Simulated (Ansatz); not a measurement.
SrO in the PbO-type structure

Method: PBE, scalar-relativistic; no spin polarisation; PAW, 420 eV, 8×8×10 k-mesh, Gaussian smearing of 0.05 eV; code Ansatz; PAW files: Ansatz's generated set soft_2.

```
CELL_PARAMETERS angstrom
4.48637 0.00000 0.00000
0.00000 4.48637 0.00000
0.00000 0.00000 3.59663
ATOMIC_POSITIONS crystal
Sr 0.50000 0.00000 0.27037
Sr 0.00000 0.50000 0.72963
O 0.00000 0.00000 0.00000
O 0.50000 0.50000 0.00000
```

This is a trial structure; measured cells of the compound in the Crystallography Open Database are in space group Fm-3m (rock salt).

Cell and atoms are those of this level's equilibrium.

The cell has space group P4/nmm (read at 0.01 Å). In it the stress is 0.02, 0.02, 0.00, 0.00, 0.00, 0.00 GPa and the largest force component 0.001 eV/Å. Each change below starts from this cell, without further relaxation. Stress is in GPa, positive in compression, in the order xx, yy, zz, yz, xz, xy; energies are counted from the cell above.

Q: One atom was moved along a Cartesian axis, and these forces appeared. Which atom, and about how far?
```
atom  Fx (eV/Å)      Fy      Fz
 Sr1      0.000   0.354   0.005
 Sr2      0.000  -0.784  -0.081
  O3      0.000   0.276   0.086
  O4      0.000   0.155  -0.009
```

A: Atom 2 (Sr) is moved by 0.12 Å along y; the energy changes by 46.3 meV per cell.

Q: One atom was moved along a Cartesian axis, and these forces appeared. Which atom, and about how far?
| atom | Fx (eV/Å) | Fy | Fz |
| --- | --- | --- | --- |
| Sr1 | 0.000 | 0.000 | 0.274 |
| Sr2 | 0.000 | 0.000 | -0.923 |
| O3 | 0.000 | 0.000 | 0.325 |
| O4 | 0.000 | 0.000 | 0.325 |

A: Atom 2 (Sr) is moved by 0.20 Å along z; the energy changes by 91.4 meV per cell.

Q: What stress follows from an engineering strain of 2 % in zz, atoms carried along?

A: -0.45, -0.45, -1.94, 0.00, 0.00, 0.00 GPa; the energy changes by 8.8 meV per cell. The gap on the mesh goes from 2.53 eV to 2.42 eV.
| atom | Fx (eV/Å) | Fy | Fz |
| --- | --- | --- | --- |
| Sr1 | 0.000 | 0.000 | -0.183 |
| Sr2 | 0.000 | 0.000 | 0.183 |
| O3 | 0.000 | 0.000 | 0.000 |
| O4 | 0.000 | 0.000 | 0.000 |
The change of the stress over the strain gives a clamped-atom stiffness of about 97 GPa for this component, a secant value that lies under the elastic constant in tension and over it in compression, by several per cent for each per cent of strain.
In a harmonic crystal the energy would rise by V(½Cε² − σ₀ε), with σ₀ the stress of the unstrained cell, = 8.8 meV, which matches.

Q: What stress follows from an engineering strain of -1 % in yy, atoms carried along?

A: 0.80, 1.67, 0.26, 0.00, 0.00, 0.00 GPa; the energy changes by 3.7 meV per cell. The gap on the mesh goes from 2.53 eV to 2.58 eV.
| atom | Fx (eV/Å) | Fy | Fz |
| --- | --- | --- | --- |
| Sr1 | 0.000 | 0.000 | 0.060 |
| Sr2 | 0.000 | 0.000 | -0.060 |
| O3 | 0.000 | 0.000 | 0.070 |
| O4 | 0.000 | 0.000 | -0.070 |
The change of the stress over the strain gives a clamped-atom stiffness of about 164 GPa for this component, a secant value that lies under the elastic constant in tension and over it in compression, by several per cent for each per cent of strain.
In a harmonic crystal the energy would rise by V(½Cε² − σ₀ε), with σ₀ the stress of the unstrained cell, = 3.8 meV, which matches.

Q: All atoms and the cell are disturbed at random:
```xyz
4
Lattice="4.4626 0.0723 -0.0721 0.0723 4.5296 -0.0335 -0.0578 -0.0268 3.5937" Properties=species:S:1:pos:R:3 pbc="T T T"
Sr    2.2089    0.0278    0.9347
Sr   -0.0359    2.2442    2.6256
O    -0.0073    0.0112   -0.0391
O     2.3114    2.2919   -0.0331
```
Give the energy change, the stress and the forces.

A: 27.2 meV per cell; stress -0.30, 0.15, 0.43, 0.06, -0.13, -2.98 GPa. The gap on the mesh goes from 2.53 eV to 2.43 eV.
```
atom  Fx (eV/Å)      Fy      Fz
 Sr1      0.153   0.074  -0.015
 Sr2      0.101  -0.062  -0.110
  O3     -0.016  -0.055  -0.024
  O4     -0.237   0.044   0.149
```

Q: All atoms and the cell are disturbed at random:
```
CELL_PARAMETERS angstrom
4.49047 0.01051 -0.00228
0.01051 4.49001 -0.01903
-0.00183 -0.01525 3.63986
ATOMIC_POSITIONS crystal
Sr 0.51718 0.01620 0.23558
Sr 0.01290 0.49035 0.75662
O 0.96924 0.00070 0.01577
O 0.50068 0.49275 0.99202
```
Give the energy change, the stress and the forces.

A: 254.4 meV per cell; stress 7.55, 2.17, 3.56, -1.66, -1.81, -0.52 GPa. The gap on the mesh goes from 2.53 eV to 2.31 eV.
```tsv
atom	Fx (eV/Å)	Fy	Fz
Sr1	-1.233	-0.706	1.032
Sr2	-0.392	0.417	-0.468
O3	1.613	-0.097	-0.466
O4	0.012	0.386	-0.099
```

Semilocal functionals underestimate band gaps, commonly by a third or more.
